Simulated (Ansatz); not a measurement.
## Pressure coefficients of KCl

```
K Cl
1.0
     0.00000    3.53037    3.53037
     3.53037    0.00000    3.53037
     3.53037    3.53037    0.00000
K Cl
1 1
Cartesian
  0.0000 0.0000 0.0000
  1.7652 1.7652 1.7652
```

The cell was built from the zincblende type and relaxed in the same program, and has space group F-43m; it needn't be a known or the stable phase.

All numbers below come from Ansatz 0.2.0, DFT, PBE, all-electron LAPW, scalar-relativistic.

Numerical set-up: a Γ-centred 11×11×11 k mesh, Fermi–Dirac smearing of 0.03 eV, basis error target 0.25 meV/atom, no spin polarisation.

The cell is scaled evenly with fractional coordinates held. Semilocal gaps are too small, but their slopes carry over better.

```csv
V/V(cell),P (GPa),gap on the k mesh (eV)
0.9800,0.29,4.776
1.0000,0.05,4.735
1.0200,-0.17,4.695
1.0600,-0.53,4.616
```

From the rows at 0.9800 and 1.0200, what is the bulk modulus at the cell's volume?

B = −ΔP/Δln V = −[(-0.17) − (0.29)]/0.04001 = 11.5 GPa.

What are the gap's volume deformation potential and pressure coefficient?

dEg/dln V = (4.695 − 4.776)/0.04001 = -2.02 eV, and dEg/dP = −(dEg/dln V)/B = 176 meV/GPa: pressure widens the gap.

Predict the row at V/V(cell) = 0.9405. How far is a linear estimate of P off?

P = 0.85 GPa, gap 4.858 eV. The linear estimate P(cell) − B ln(V/V(cell)) = 0.76 GPa misses by 0.09 GPa, since the modulus grows under compression.
